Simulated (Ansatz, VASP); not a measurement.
# SrO: VASP beside Ansatz, part 2 of 2

Wanted: the spread between two codes on one cell, functional and k mesh. The cell is taken from a series of VASP runs on this material, whose earlier steps may have relaxed, scaled or displaced it; both programs get it as it stands.

VASP 6.6.1 and Ansatz 0.2.0.

So far. Step 4 (Differences): The walks stopped with -0.03 GPa left in Ansatz and 0.01 GPa in VASP; each walk ends within a tolerance, so the volume difference is uncertain by about these residues over the bulk modulus, most in soft cells.

## (5) Ansatz: relaxation of cell and atoms, r2SCAN with rVV10

Level of this step: Ansatz beside VASP: Kohn-Sham DFT, plane waves, r2SCAN with rVV10 (Ansatz).

The relaxed volume is the usual yardstick between codes: its relative difference is about their pressure difference at one cell divided by the bulk modulus. The cell compared in this pair holds 34.19 Å³, against 34.82 Å³ for the pair before.

The cell is taken from a series of VASP runs on this material, whose earlier steps may have relaxed, scaled or displaced it; both programs get it as it stands.

input.yaml reads:

```yaml
crystal:
  lattice:
    - [0.0, 2.5761541139, 2.5761541139]
    - [2.5761541139, 0.0, 2.5761541139]
    - [2.5761541139, 2.5761541139, 0.0]
  atoms:
    - { symbol: Sr, position: [0.5, 0.5, 0.5] }
    - { symbol: O, position: [0.0, 0.0, 0.0] }
hamiltonian:
  xc: r2scan
  pseudopotentials: { kind: paw }
  dispersion: rvv10
kpoints:
  mp_grid: { grid: [8, 8, 8] }
scf:
  occupations: { method: gaussian, width: 0.03 }
relax:
  f_tol: 0.01
  max_steps: 60
  cell: { stress_tol: 0.05 }
output:
  forces: true
  stress: true
  write_density: true
  write_potential: true
  elf: true
  volumetric_format: npy
```

Command:

```
> ansatz run input.yaml --threads 4 --pin off --max-ram 9216MiB --backend cpu --events-out ev --progress --plain --runs-dir out
```

Numbers of over 12 decimals in the logs are rounded to 6 here.

What it wrote:

```text
[...]
Crystal: 2 atoms, lattice volume = 34.194 Å³
Basis set: ecut = 500 eV, 893 PW (Γ), exchange–correlation on 120×120×120 points (64 copies of the dense FFT grid, shifted against one another)
Bands: 12, of which v1, the nominal top of the filled ones, is band 8 counted from 1 (7 counted from 0)
Symmetry: 48 space group operations
[...]
k-points: 29 of 512
[...]
k-point 28: bands = [... 4 lower, -6.2986, 6.4909, 7.1865, 7.1865, 14.1404, 14.1404, 16.9820, 19.4264]
--- Relaxed structure (3 steps of the walk, 2 accepted, 1 SCFs on fresh bases) ---
[...]
cell:  # Å, volume = 33.9612 Å³
    - [0, 2.570302, 2.570302]
    - [2.570302, 0, 2.570302]
    - [2.570302, 2.570302, 0]
  atoms:
    - { symbol: Sr, position: [0.500000, 0.500000, 0.500000] }
    - { symbol: O, position: [0, 0, 0] }
[key lines of the parts left out:]
SCF converged after 5 iterations
Free energy (F): -4125.344526 eV
Fermi energy:    9.463743 eV
P = ⅓ Tr σ = -0.0068 GPa (-0.068 kbar)
```

It took 4.2 s on 4 threads of Arm Neoverse V2, shared host; peak memory 0.44 GiB.

## (6) VASP: relaxation of cell and atoms, r2SCAN with rVV10

The same cell, functional, mesh and smearing now go to VASP, with its own data sets and cutoff.

INCAR reads:

```
SYSTEM = SrO
PREC = Accurate
ENCUT = 520
EDIFF = 1E-06
NELM = 100
ISMEAR = 0
SIGMA = 0.03
LREAL = .FALSE.
ALGO = Normal
METAGGA = R2SCAN
LUSE_VDW = .TRUE.
IVDW_NL = 2
BPARAM = 11.95
CPARAM = 0.0093
LASPH = .TRUE.
NBANDS = 14
LORBIT = 11
LWAVE = .FALSE.
LCHARG = .FALSE.
KPAR = 4
IBRION = 2
NSW = 50
ISIF = 3
EDIFFG = -0.006
```

POSCAR reads:

```
SrO
1.0
    0.0000000000      2.5761541139      2.5761541139
    2.5761541139      0.0000000000      2.5761541139
    2.5761541139      2.5761541139      0.0000000000
Sr O
1 1
Direct
    0.5000000000      0.5000000000      0.5000000000
    0.0000000000      0.0000000000      0.0000000000
```

KPOINTS reads:

```
Automatic mesh
0
Gamma
8 8 8
0 0 0
```

Potentials, in the order of the species: Sr_sv and O (PBE family, release 64).

Command:

```
> mpirun -np 4 vasp_std
```

What it wrote:

```text
[banner, memory and clock lines left out]
running    4 mpi-ranks, on    1 nodes
[...]
|                                                                             |
|               ----> ADVICE to this user running VASP <----                  |
|                                                                             |
|     You have switched on vdW-DFT.                                           |
|     This routine was written and supplied by Jiri Klimes. We recommend      |
|     that you carefully read and cite the following publications:            |
|       J. Klimes, D.R. Bowler, A. Michelides                                 |
|          J. Phys.: Cond Matt. 22 022201 (2010)                              |
|       J. Klimes, D.R. Bowler, A. Michelides                                 |
|          Phys. Rev. B. 83, 195131 (2011)                                    |
|     and references therein.                                                 |
|                                                                             |

[...]
DAV:  12    -0.266577124288E+02   -0.31012E-06   -0.37174E-05   932   0.518E-02    0.167E-02
Total rVV10 correction in eV:      0.3964929    16.0591378
Total rVV10 correction in eV:      0.3964929    16.0591378
Total rVV10 correction in eV:      0.3964929    16.0591378
Total rVV10 correction in eV:      0.3964929    16.0591378
DAV:  13    -0.266577096692E+02    0.27596E-05   -0.10808E-05   904   0.325E-02    0.961E-03
Total rVV10 correction in eV:      0.3965043    16.0591378
Total rVV10 correction in eV:      0.3965043    16.0591378
Total rVV10 correction in eV:      0.3965043    16.0591378
Total rVV10 correction in eV:      0.3965043    16.0591378
DAV:  14    -0.266577090729E+02    0.59630E-06   -0.85349E-07   462   0.979E-03
Total rVV10 correction in eV:      0.3965064    16.0591378
Total rVV10 correction in eV:      0.3965064    16.0591378
Total rVV10 correction in eV:      0.3965064    16.0591378
Total rVV10 correction in eV:      0.3965064    16.0591378
Total rVV10 correction in eV:      0.3965107    16.0591378
Total rVV10 correction in eV:      0.3965107    16.0591378
Total rVV10 correction in eV:      0.3965107    16.0591378
Total rVV10 correction in eV:      0.3965107    16.0591378
   1 F= -.26657709E+02 E0= -.26657709E+02  d E =-.266577E+02
[...]
reached required accuracy - stopping structural energy minimisation
```

Parts of OUTCAR (step 6):

```text
  Total       -0.0009470     -0.0009470     -0.0009470      0.0000000      0.0000000      0.0000000
  in kB       -0.0443744     -0.0443744     -0.0443744      0.0000000      0.0000000      0.0000000
  external PRESSURE =      -0.0443744 kB  Pullay stress =       0.0000000 kB

 POSITION                                       TOTAL-FORCE (eV/Angst)
 -----------------------------------------------------------------------------------
      2.57615      2.57615      2.57615        -0.000000      0.000000     -0.000000
      0.00000      0.00000      0.00000         0.000000     -0.000000      0.000000
 -----------------------------------------------------------------------------------
    total drift:                                0.000000      0.000000      0.000000

  FREE ENERGIE OF THE ION-ELECTRON SYSTEM (eV)
  ---------------------------------------------------
  free  energy   TOTEN  =       -26.6577090729 eV

  energy  without entropy=      -26.6577090729  energy(sigma->0) =      -26.65770907

[... 2 parts as in an earlier step ...]

[... 2 further parts left out ...]
[key lines of the parts left out:]
E-fermi :   1.4630
```

## (7) Differences

Both answers:

| quantity | Ansatz | VASP | difference |
| --- | --- | --- | --- |
| volume (Å³) | 33.96 | 34.19 | -0.68 % |
| edge a after relaxation, in the typed setting (Å) | 3.635 | 3.643 | -0.23 % |

The walks stopped with -0.01 GPa left in Ansatz and 0.00 GPa in VASP; each walk ends within a tolerance, so the volume difference is uncertain by about these residues over the bulk modulus, most in soft cells.

## (8) Summary of results

| Item | Value |
| --- | --- |
| difference in volume (relaxation of cell and atoms, r2SCAN) | -0.52 % |
| difference in volume (relaxation of cell and atoms, r2SCAN with rVV10) | -0.68 % |

**Reading.** The difference in volume is -0.68 % (relaxation of cell and atoms, r2SCAN with rVV10), within the 1.2 % picked in this series as the mark of a large difference, as far as the stopping tolerances let one tell. How closely two codes agree says nothing of how well the functional describes the real material.

[Lines on the potential files, build, host, timing and source positions are cut from VASP's logs without a mark.]

[Logs are printed without paths, hosts, clocks, repeated set-up lines and the standing remarks that a program may print on its own settings, such as how far it seeks lower states.]

[Hosts, paths, dates, database ids (printed as entryN), source tags and the programs' standing remarks are cut or masked in the printed files.]
